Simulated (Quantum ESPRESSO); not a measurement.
The system is Au.

```
Au
1.0
     2.90000    0.00000    0.00000
    -1.45000    2.51147    0.00000
     0.00000    0.00000    4.88000
Au
2
Direct
  0.66667 0.33333 0.25000
  0.33333 0.66667 0.75000
```

This isn't the form of Au at room conditions, which is fcc.

```yaml
Program: Quantum ESPRESSO 7.5
Task: Wannier functions
Functional: LDA
Potentials_or_basis: PseudoDojo 0.4.1 SR LDA standard
Cutoff: 871 eV
Density_cutoff: 3483 eV
k_mesh: 9 × 9 × 5
Occupations: fermi-dirac, width 0.05 eV
Spin: no spin polarisation
Iterations: 0
Form_of_the_LDA_correlation: PW92
Mixing_beta: 0.5
Most_SCF_iterations: 120
SCF_threshold: 4e-10 Ry
k_mesh_for_the_Wannier_functions: 7 × 7 × 4
Projections: Au spd
```

Start: atomic projections with disentanglement, frozen window up to 3.0 eV over the reference level; the lowest 8 bands are left out; no minimisation of the spread. The reference level is the Fermi level, or the middle of the gap.

Task: With atomic projections with disentanglement, how many functions result, how localised are they, and how well do they interpolate the bands?

Result: 18 functions with spreads from 0.78 to 2.66 Å², 27.9 Å² in all; they miss the direct bands by 6 meV (root mean square).

Wannier functions:
```
function  nearest atom  distance (Å)  spread (Å²)  on-site energy from the reference level (eV)
       1          1 Au          0.00         2.10                                          2.06
       2          1 Au          0.00         2.62                                         10.19
       3          1 Au          0.06         2.63                                         10.67
       4          1 Au          0.03         2.66                                         10.63
       5          1 Au          0.00         0.78                                         -3.66
       6          1 Au          0.01         0.80                                         -3.64
       7          1 Au          0.01         0.80                                         -3.64
       8          1 Au          0.00         0.79                                         -3.67
       9          1 Au          0.00         0.79                                         -3.67
      10          2 Au          0.00         2.09                                          2.06
      11          2 Au          0.00         2.62                                         10.19
      12          2 Au          0.06         2.63                                         10.67
      13          2 Au          0.03         2.65                                         10.64
      14          2 Au          0.00         0.78                                         -3.66
      15          2 Au          0.01         0.80                                         -3.64
      16          2 Au          0.01         0.80                                         -3.64
      17          2 Au          0.00         0.79                                         -3.67
      18          2 Au          0.00         0.79                                         -3.67
```

Parts of the spread (Å²): invariant 16.35, diagonal 0.047, off-diagonal 11.53, total 27.92. Against the direct bands the interpolation misses by 6 meV (root mean square) and 62 meV at most, for states up to 1 eV over the reference level.

Caveat: spin-orbit coupling is left out, which moves the levels of the heavy elements.
